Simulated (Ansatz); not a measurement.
ZnTe:
```
CELL_PARAMETERS angstrom
      2.14475     1.23827     3.50165
     -2.14475     1.23827     3.50165
      0.00000    -2.47654     3.50165
ATOMIC_POSITIONS crystal
  Zn 0.02667 0.02667 0.02667
  Te 0.77666 0.77666 0.77666
```

PBEsol in the plane-wave PAW code Ansatz gives a gap of 1.24 eV without spin–orbit coupling, maximum at Γ, minimum at Γ.

Q: What happens when spin–orbit coupling is switched on?

A: The gap decreases by 0.28 eV, to 0.96 eV; maximum at Γ, minimum at Γ.

Q: Give the electron effective mass with spin–orbit coupling.

A: 0.076 mₑ (isotropic).

Space group F-43m (zinc blende). The PBEsol relaxation kept the symmetry of its start; of distortions, only those at the zone centre were tested. Point labels and valley counts follow the cell and symmetry of the run, lower than the named group.

Potentials: the later of the program's two PAW sets.
